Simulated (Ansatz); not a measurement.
Structure types of La were relaxed at one common pressure (all-electron LAPW in Ansatz 0.2.0 under PBE, scalar-relativistic, no spin polarisation, zero temperature). They take these volumes:

```tsv
type	space group	V (Å³/atom)
bcc	Im-3m	26.30
hcp	P6_3/mmc	25.82
omega	P6/mmm	26.19
dhcp	P6_3/mmc	25.90
sc	Pm-3m	26.28
```

Question: At about which pressure, and is the densest type also the lowest in enthalpy?

Answer: 15 GPa. The densest is hcp, and it is 32 meV/atom above dhcp: its gain in pV doesn't pay for its higher energy here.
